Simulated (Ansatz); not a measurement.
AlSb (zinc blende)

```yaml
crystal:
  lattice:
    - [0.00000, 3.07852, 3.07852]
    - [3.07852, 0.00000, 3.07852]
    - [3.07852, 3.07852, 0.00000]
  atoms:
    - { symbol: Sb, position: [0.75000, 0.75000, 0.75000] }
    - { symbol: Al, position: [0.00000, 0.00000, 0.00000] }
```

The slice is a {100} plane (indices of the conventional cell) through the point (0.750, 0.750, 0.750) (fractional), spanned by u = [100] and v = [0 1 -1] in vectors of this cell: u (4.35 Å) and v (4.35 Å, at 90° to u). It covers one period; positions are fractions (u, v).

All values below come from PBEsol (plane waves to 420 eV, PAW, scalar-relativistic; Ansatz, a quantum-chemistry and plane-wave program). k mesh 13×13×13. Near the nuclei the fields are pseudised (PAW); where an atom keeps semicore shells as valence, they peak there. AlSb was relaxed with its symmetry unable to fall. Spin-orbit coupling is left out, though Sb is heavy.

Q: Predict the map of the valence electron density on the slice.

A: 
```
|@@%#*+==--:::::--==+*#%@|
|%%%*++==--:::::--==++*%%|
|##**+==--:::::::--==+**#|
|**++==---:::::::---==++*|
|+++===--:::...:::--===++|
|====---:::.....:::---===|
|===---:::.......:::---==|
|-----:::...   ...:::----|
|---::::..       ..::::--|
|::::::...       ...:::::|
|:::::...         ...::::|
|:::::...         ...::::|
|:::::...         ...::::|
|::::::...       ...:::::|
|---::::..       ..::::--|
|-----:::...   ...:::----|
|===---:::.......:::---==|
|====---:::.....:::---===|
|+++===--:::...:::--===++|
|**++==---:::::::---==++*|
|##**+==--:::::::--==+**#|
|%%%*++==--:::::--==++*%%|
|@@%#*+==--:::::--==+*#%@|
|@@%#*+==--:::::--==+*#%@|
```
Scale: ten equal steps from -1.91 (start of ' ') to 1.36 (end of '@'), in the order ' .:-=+*#%@'. Values: log₁₀ of the valence density in e/Å³. The map has 24 points along u (one character each, u = 0 at the left) and 24 along v (v = 0 in the bottom row). The scale is logarithmic, as a density can span decades between atoms and voids.
